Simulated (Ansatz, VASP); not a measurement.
Zn in VASP and in Ansatz

The input INCAR:

```
SYSTEM = Zn
PREC = Accurate ; ENCUT = 520
EDIFF = 1E-6 ; ISMEAR = 0
SIGMA = 0.15 ; LREAL = .FALSE.
LASPH = .TRUE. ; NELM = 80
ALGO = Normal ; ISIF = 2
LWAVE = .FALSE. ; LCHARG = .FALSE.
GGA = PE ; NBANDS = 12
```

Contents of KPOINTS:

```
Automatic mesh
0
G
  20 20 20
  0 0 0
```

File POSCAR:

```
Zn
1.0
    0.0000000000      1.8665372000      1.9156566000
    1.8665372000      0.0000000000      1.9156566000
    1.8665372000      1.8665372000      0.0000000000
Zn
1
Direct
    0.0000000000      0.0000000000      0.0000000000
```

Input for Ansatz:

```yaml
crystal:
  lattice:
    - [0.0, 1.8665372, 1.9156566]
    - [1.8665372, 0.0, 1.9156566]
    - [1.8665372, 1.8665372, 0.0]
  atoms:
    - { symbol: Zn, position: [0.0, 0.0, 0.0] }
basis:
  ecutwfc: 420
kpoints:
  mp_grid: { grid: [20, 20, 20] }
hamiltonian:
  xc: pbe
scf:
  occupations: { method: gaussian, width: 0.15 }
output:
  forces: true
  stress: true
  eigenvalues: true
```

Change from the starting cell: strain -0.050 along x and y, -0.025 along z, atoms carried along.

Alike in both runs: task single point; functional PBE; k mesh 20 × 20 × 20; occupations gaussian, width 0.15 eV; no spin polarisation.

```csv
,VASP,Ansatz
version,VASP 6.6.1,Ansatz 0.2.0
potentials or method,"VASP PAW PBE potentials, release 64 (Zn)","scalar-relativistic, plane waves, PAW"
plane-wave cutoff (eV),520,420
valence electrons in the cell,12,12
```

Ansatz gave:

```
gap on the k mesh at the Fermi level (eV)       : none
pressure (GPa)                                  : 12.4
largest component of the traceless stress (GPa) : 1.71
```

Task: Which values does VASP return?

Result: gap on the k mesh at the Fermi level (eV): none; pressure (GPa): 12.9; largest component of the traceless stress (GPa): 1.71.

A gap of «none» marks a metal or a gap that the smearing closes. The functional is the same, so the differences come from potentials, cutoffs and numerics.
